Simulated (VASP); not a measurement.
# NaI (R-3m) in VASP: settings compared

Aim: see how the results for NaI move with the level of theory and the settings. Levels: PBE, HSE06, r2SCAN. Tasks: single point.

Program: VASP 6.6.1. These are calculated values, not measurements. Logs are shortened: lines on timing, memory, paths and dates and some standing lists are left out, and cuts for length are marked.

## 1. The cell of the first run

It takes space group R-3m (No. 166, trigonal). The conventional cell has a = 5.920 Å, b = 5.920 Å, c = 6.557 Å, α = 90.00°, β = 90.00°, γ = 120.00°. Na (site symmetry -3m) is surrounded by 8 I at 3.28 to 3.59 Å. I (site symmetry -3m) is surrounded by 8 Na at 3.28 to 3.59 Å.

The cell was built by a generator and needn't be a form met in nature.

## 2. Single point, PBE (epitaxial_111 strain +3.6%)

INCAR

```
SYSTEM = NaI
PREC = Accurate
ENCUT = 520
EDIFF = 1E-6
ISMEAR = -1
SIGMA = 0.02
LREAL = .False.
LASPH = .True.
NELM = 100
ALGO = Normal
ISIF = 2
LWAVE = .False.
LCHARG = .False.
GGA = PE
NBANDS = 14
```

KPOINTS

```
regular mesh
0
Gamma
  6 6 6
  0 0 0
```

POSCAR

```
NaI
1.0
    4.0526221405     -0.1333738751     -0.1333738751
   -0.1333738751      4.0526221405     -0.1333738751
   -0.1333738751     -0.1333738751      4.0526221405
Na I
1 1
Direct
    0.0000000000      0.0000000000      0.0000000000
    0.5000000000      0.5000000000      0.5000000000
```

Potentials or basis: VASP PAW PBE potentials, release 64 (Na_pv, I).

Launch:

```console
cat potpaw_PBE.64/Na_pv/POTCAR potpaw_PBE.64/I/POTCAR > POTCAR
mpirun -np 1 vasp_std > vasp.out
```

OUTCAR:

```text
SYSTEM = NaI
   PREC = Accurate
   ENCUT = 520
   EDIFF = 1E-6
   ISMEAR = -1
   LREAL = .False.
   LASPH = .True.
   NELM = 100
   ISIF = 2
   GGA = PE

 ion  position               nearest neighbor table
   1  0.000  0.000  0.000-
   2  0.500  0.500  0.500-

  LATTYP: Found a trigonal (rhomboedric) cell.
 ALAT       =     4.0570091687
 COS(alpha) =    -0.0645979924

  Lattice vectors:

 A1 = (   4.0526221405,  -0.1333738751,  -0.1333738751)
 A2 = (  -0.1333738751,   4.0526221405,  -0.1333738751)
 A3 = (  -0.1333738751,  -0.1333738751,   4.0526221405)

Analysis of symmetry for initial positions (statically):
=====================================================================
 Subroutine PRICEL returns:
 Original cell was already a primitive cell.

 Routine SETGRP: Setting up the symmetry group for a
 trigonal (rhombohedral) supercell.

 Subroutine GETGRP returns: Found 12 space group operations
 (whereof 12 operations were pure point group operations)
 out of a pool of 12 trial point group operations.

The static configuration has the point symmetry D_3d.

Analysis of symmetry for dynamics (positions and initial velocities):
=====================================================================
 Subroutine PRICEL returns:
 Original cell was already a primitive cell.

 Routine SETGRP: Setting up the symmetry group for a
 trigonal (rhombohedral) supercell.

 Subroutine GETGRP returns: Found 12 space group operations
 (whereof 12 operations were pure point group operations)
 out of a pool of 12 trial point group operations.

The dynamic configuration has the point symmetry D_3d.

 Subroutine INISYM returns: Found 12 space group operations
 (whereof 12 operations are pure point group operations),
 and found     1 'primitive' translations

----------------------------------------------------------------------------------------

                                     Primitive cell

  volume of cell :      66.3382

  direct lattice vectors                    reciprocal lattice vectors
     4.052622140 -0.133373875 -0.133373875     0.247307771  0.008416001  0.008416001
    -0.133373875  4.052622140 -0.133373875     0.008416001  0.247307771  0.008416001
    -0.133373875 -0.133373875  4.052622140     0.008416001  0.008416001  0.247307771

  length of vectors
     4.057009169  4.057009169  4.057009169     0.247594006  0.247594006  0.247594006

  position of ions in fractional coordinates (direct lattice)
     0.000000000  0.000000000  0.000000000
     0.500000000  0.500000000  0.500000000

  ion indices of the primitive-cell ions
   primitive index   ion index
                 1           1
                 2           2

----------------------------------------------------------------------------------------

 KPOINTS: regular mesh

Automatic generation of k-mesh.
 Grid dimensions read from file:
 generate k-points for:    6    6    6

 Generating k-lattice:

  Cartesian coordinates                     Fractional coordinates (reciprocal lattice)
     0.041217962  0.001402667  0.001402667     0.166666667 -0.000000000 -0.000000000
     0.001402667  0.041217962  0.001402667    -0.000000000  0.166666667 -0.000000000
     0.001402667  0.001402667  0.041217962    -0.000000000 -0.000000000  0.166666667

  Length of vectors
     0.041265668  0.041265668  0.041265668

  Shift w.r.t. Gamma in fractional coordinates (k-lattice)
     0.000000000  0.000000000  0.000000000

 Subroutine IBZKPT returns following result:
 ===========================================

 Found     32 irreducible k-points:

 Following reciprocal coordinates:
            Coordinates               Weight
  0.000000  0.000000  0.000000      1.000000
  0.166667  0.000000  0.000000      6.000000
  0.333333  0.000000  0.000000      6.000000
  0.500000 -0.000000  0.000000      3.000000
  0.166667  0.166667  0.000000      6.000000
  0.333333  0.166667  0.000000     12.000000
[... 16 lines left out ...]
  0.500000  0.500000  0.166667      6.000000
 -0.333333  0.500000  0.166667     12.000000
 [... further k-points ...]
   k-points           NKPTS =     32   k-points in BZ     NKDIM =     32   number of bands    NBANDS=     14
   number of dos      NEDOS =    301   number of ions     NIONS =      2
   total plane-waves  NPLWV =  27000
   dimension x,y,z NGX =    30 NGY =   30 NGZ =   30
   dimension x,y,z NGXF=    60 NGYF=   60 NGZF=   60
   ions per type =               1   1
   NGX,Y,Z   is equivalent  to a cutoff of  12.29, 12.29, 12.29 a.u.
   NGXF,Y,Z  is equivalent  to a cutoff of  24.59, 24.59, 24.59 a.u.
 SYSTEM =  NaI
   PREC   = accura    normal or accurate (medium, high low for compatibility)
   ISTART =      0    job   : 0-new  1-cont  2-samecut
   ICHARG =      2    charge: 1-file 2-atom 10-const
   ISPIN  =      1    spin polarized calculation?
   LNONCOLLINEAR =      F non collinear calculations
   LSORBIT =      F    spin-orbit coupling
   LASPH  =      T    aspherical Exc in radial PAW
   ENCUT  =  520.0 eV  38.22 Ry    6.18 a.u.   7.54  7.54  7.54*2*pi/ulx,y,z
   NELM   =    100;   NELMIN=  2; NELMDL= -5     # of ELM steps
   EDIFF  = 0.1E-05   stopping-criterion for ELM
   LREAL  =      F    real-space projection
   EDIFFG = 0.1E-04   stopping-criterion for IOM
   NSW    =      0    number of steps for IOM
   IBRION =     -1    ionic relax: 0-MD 1-quasi-New 2-CG
   NFREE  =      0    steps in history (QN), initial steepest desc. (CG)
   ISIF   =      2    stress and relaxation
   ISYM   =      2    0-nonsym 1-usesym 2-fastsym
   POTIM  = 0.5000    time-step for ionic-motion
   TEBEG  =    0.0;   TEEND  =   0.0 temperature during run
   PSTRESS=    0.0 pullay stress
   NELECT =      14.0000    total number of electrons
   NUPDOWN=      -1.0000    fix difference up-down
   EMIN   =  10.00;   EMAX   =-10.00  energy-range for DOS
   EFERMI =   0.00;   METHOD = LEGACY
   ISMEAR =    -1;   SIGMA  =   0.02  broadening in eV -4-tet -1-fermi 0-gaus
   EFERMI_NEDOS =   21; number of points for ismear=-14 and -15
   IALGO  =     38    algorithm
   IMIX   =      4    mixing-type and parameters
     AMIX     =   0.40;   BMIX     =  1.00
     AMIX_MAG =   1.60;   BMIX_MAG =  1.00
  volume/ion in A,a.u.               =      33.17       223.84
  Fermi-wavevector in a.u.,A,eV,Ry     =   0.974682  1.841882 12.925600  0.950005
  Thomas-Fermi vector in A             =   2.105161
   LORBIT       =      0    0 simple, 1 ext, 2 COOP (PROOUT), +10 PAW based schemes
   GGA     = PE    functional components
   LHFCALC =     F    Hartree Fock is set to
   AEXX    =    0.0000 exact exchange contribution
   IVDW    =     0    specifies the selected vdW correction
   LEPSILON=     F    determine dielectric tensor
   LRPA    =     F    only Hartree local field effects (RPA)
 non-spin polarized calculation
  energy-cutoff  :      520.00
  volume of cell :       66.34
 maximum number of plane-waves:      1806
   NGX = 15   NGY = 15   NGZ = 15

 number of electron      13.9999979 magnetization

 Free energy of the ion-electron system (eV)
  ---------------------------------------------------
  ext. energy  EPLUGINS =         0.00000000
  ---------------------------------------------------
  free energy    TOTEN  =        -5.07790072 eV

  energy without entropy =       -5.07790072  energy(sigma->0) =       -5.07790072

 E-fermi :   2.2688     XC(G=0):  -7.8408

 val. band max:        1.8459212971   @ k =   0.5000   0.5000   0.0000
 cond. band min:       4.2126611919   @ k =   0.0000   0.0000   0.0000
 fundamental gap:      2.3667398948
 Fermi energy:         2.2688129001

 k-point     1 :       0.0000    0.0000    0.0000
  band No.  band energies     occupation
      1     -21.7853      2.00000
      2     -21.7853      2.00000
      3     -21.7722      2.00000
      4      -9.9090      2.00000
      5       1.0221      2.00000
      6       1.3579      2.00000
      7       1.3579      2.00000
      8       4.2127      0.00000
      9       7.5389      0.00000
     10       7.5389      0.00000
     11      12.5703      0.00000
     12      12.5703      0.00000
     13      13.2187      0.00000
     14      13.6120      0.00000

 k-point     2 :       0.1667    0.0000    0.0000
  band No.  band energies     occupation
      1     -21.7867      2.00000
      2     -21.7851      2.00000
      3     -21.7726      2.00000
      4      -9.8337      2.00000
      5       0.3153      2.00000
      6       1.2266      2.00000
      7       1.4279      2.00000
      8       4.9086      0.00000
      9       7.7633      0.00000
     10       8.2807      0.00000
     11      11.3129      0.00000
     12      11.5159      0.00000
     13      12.6057      0.00000
     14      13.7096      0.00000

 k-point     3 :       0.3333    0.0000    0.0000
  band No.  band energies     occupation
      1     -21.7898      2.00000
      2     -21.7848      2.00000
      3     -21.7731      2.00000
      4      -9.6728      2.00000
      5      -0.8641      2.00000
      6       1.3539      2.00000
      7       1.5769      2.00000
      8       5.8855      0.00000
      9       8.3662      0.00000
     10       8.6919      0.00000
     11      10.3584      0.00000
     12      10.3632      0.00000
     13      12.0053      0.00000
     14      12.8595      0.00000

 k-point     4 :       0.5000   -0.0000    0.0000
  band No.  band energies     occupation
      1     -21.7914      2.00000
      2     -21.7847      2.00000
      3     -21.7732      2.00000
      4      -9.5864      2.00000
      5      -1.3372      2.00000
      6       1.4287      2.00000
      7       1.6567      2.00000
      8       6.4979      0.00000
      9       8.2276      0.00000
     10       8.8090      0.00000
     11       9.7785      0.00000
     12      10.1982      0.00000
     13      10.7629      0.00000
     14      14.5404      0.00000

 k-point     5 :       0.1667    0.1667    0.0000
  band No.  band energies     occupation
      1     -21.7871      2.00000
      2     -21.7858      2.00000
      3     -21.7732      2.00000
      4      -9.7556      2.00000
      5       0.1589      2.00000
      6       0.6503      2.00000
      7       1.4030      2.00000
      8       5.6302      0.00000
      9       8.2375      0.00000
     10       8.6890      0.00000
     11      10.7407      0.00000
[... 276 lines left out ...]
 k-point    22 :      -0.1667    0.3333    0.1667
  band No.  band energies     occupation
      1     -21.7897      2.00000
      2     -21.7866      2.00000
      3     -21.7741      2.00000
      4      -9.5425      2.00000
      5      -0.6234      2.00000
      6       0.7890      2.00000
      7       0.8787      2.00000
      8       6.6875      0.00000
      9       8.0039      0.00000
     10       8.6610      0.00000
     11       9.9694      0.00000
     12      10.4110      0.00000
     13      11.6377      0.00000
     14      13.7901      0.00000

 k-point    23 :       0.5000    0.5000    0.1667
  band No.  band energies     occupation
      1     -21.7922      2.00000
      2     -21.7885      2.00000
      3     -21.7753      2.00000
      4      -9.2541      2.00000
      5      -0.6276      2.00000
      6      -0.4863      2.00000
      7       1.2082      2.00000
      8       4.9785      0.00000
      9       8.0657      0.00000
     10       8.3887      0.00000
     11      10.0495      0.00000
     12      11.5902      0.00000
     13      12.7918      0.00000
     14      13.2315      0.00000

 k-point    24 :      -0.3333    0.5000    0.1667
  band No.  band energies     occupation
      1     -21.7915      2.00000
      2     -21.7881      2.00000
      3     -21.7750      2.00000
      4      -9.3272      2.00000
      5      -0.7615      2.00000
      6      -0.1087      2.00000
      7       1.1357      2.00000
      8       5.6511      0.00000
      9       7.9166      0.00000
     10       8.4267      0.00000
     11       9.9148      0.00000
     12      11.6933      0.00000
     13      12.3358      0.00000
     14      12.8685      0.00000

 [... further k-points ...]

------------------------ aborting loop because EDIFF is reached ----------------------------------------

  FORCE on cell =-STRESS in cart. coord.  units (eV):
  Direction    XX          YY          ZZ          XY          YZ          ZX
  --------------------------------------------------------------------------------------
  -------------------------------------------------------------------------------------
  Total        0.1442428      0.1442428      0.1442428     -0.0191660     -0.0191660     -0.0191660
  in kB        3.4837004      3.4837004      3.4837004     -0.4628914     -0.4628914     -0.4628914
  external PRESSURE =       3.4837004 kB  Pullay stress =       0.0000000 kB

 VOLUME and BASIS-vectors are now :
 -----------------------------------------------------------------------------
  energy-cutoff  :      520.00
  volume of cell :       66.34
      direct lattice vectors                 reciprocal lattice vectors
     4.052622140 -0.133373875 -0.133373875     0.247307771  0.008416001  0.008416001
    -0.133373875  4.052622140 -0.133373875     0.008416001  0.247307771  0.008416001
    -0.133373875 -0.133373875  4.052622140     0.008416001  0.008416001  0.247307771

 POSITION                                       TOTAL-FORCE (eV/Angst)
 -----------------------------------------------------------------------------------
      0.00000      0.00000      0.00000         0.000000      0.000000      0.000000
      1.89294      1.89294      1.89294        -0.000000     -0.000000      0.000000
 -----------------------------------------------------------------------------------
    total drift:                               -0.000000     -0.000000     -0.000000

  FREE ENERGIE OF THE ION-ELECTRON SYSTEM (eV)
  ---------------------------------------------------
  free  energy   TOTEN  =        -5.0779007153 eV

  energy  without entropy=       -5.0779007153  energy(sigma->0) =       -5.07790072
```

It took 7.2 s on 1 thread of AMD EPYC 9R45 (Zen 5), shared host; peak memory 0.15 GiB.

Results:

* Free energy: -5.0779 eV
* Pressure: 0.3 GPa
* Band gap on the k mesh: 2.37 eV, indirect (least direct gap 2.85 eV)

Caveat: spin-orbit coupling is left out, which moves the levels of the heavy elements. A k mesh can miss the band edges.

[end of part 1 of 2]
